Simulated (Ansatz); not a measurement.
# BP: the cost of one run

Method: DFT PBE, scalar-relativistic, plane waves, PAW, in Ansatz 0.2.0.

4 further runs of the same task are left out: 4 set aside as unsound or not needed.

## Step 1: The structure to begin with

It takes space group F-43m (No. 216, cubic). The conventional cell has a = 4.548 Å, b = 4.548 Å, c = 4.548 Å, α = 90.00°, β = 90.00°, γ = 90.00°. Around B (site symmetry -43m) lie 4 P at 1.97 Å. P (site symmetry -43m) is surrounded by 4 B at 1.97 Å.

As a file:

```cif
data_structure
_symmetry_space_group_name_H-M 'F-43m'
_symmetry_Int_Tables_number 216
_cell_length_a 4.5484
_cell_length_b 4.5484
_cell_length_c 4.5484
_cell_angle_alpha 90.000
_cell_angle_beta 90.000
_cell_angle_gamma 90.000
_cell_volume 94.10
loop_
_atom_site_label
_atom_site_type_symbol
_atom_site_symmetry_multiplicity
_atom_site_Wyckoff_symbol
_atom_site_fract_x
_atom_site_fract_y
_atom_site_fract_z
_atom_site_occupancy
B1 B 4 a 0.00000 0.00000 0.00000 1
P1 P 4 c 0.25000 0.25000 0.25000 1
```

This cell was relaxed beforehand with the same method: volume 11.76 Å³/atom, gap on the mesh 1.25 eV.

## Step 2: The cell under 30 GPa

What is minimised here is the enthalpy; the energy can go up as the cell is squeezed.

File input.yaml:

```yaml
crystal:
  lattice:
    - [0.0, 2.2741905837, 2.2741905837]
    - [2.2741905837, 0.0, 2.2741905837]
    - [2.2741905837, 2.2741905837, 0.0]
  atoms:
    - { symbol: B, position: [0.0, 0.0, 0.0] }
    - { symbol: P, position: [0.75, 0.75, 0.75] }
basis:
  ecutwfc: 420
kpoints:
  mp_grid: { grid: [10, 10, 10] }
hamiltonian:
  xc: pbe
scf:
  occupations: { method: fixed }
output:
  forces: true
  stress: true
  eigenvalues: true
relax:
  adjacent_minimum: "off"
  f_tol: 0.001
  max_steps: 60
  cell: { stress_tol: 0.02, p_target: 30.0 }
```

Launch:

```bash
ansatz run input.yaml --threads 1 --pin off --max-ram 3072MiB --backend cpu --events-out ev --progress --plain --runs-dir out
```

**Question.** How long does this run take on 1 thread of AMD EPYC 9R45 (Zen 5), shared host, and how much memory does it need?

About 3.7 s, with a peak of 0.35 GiB.
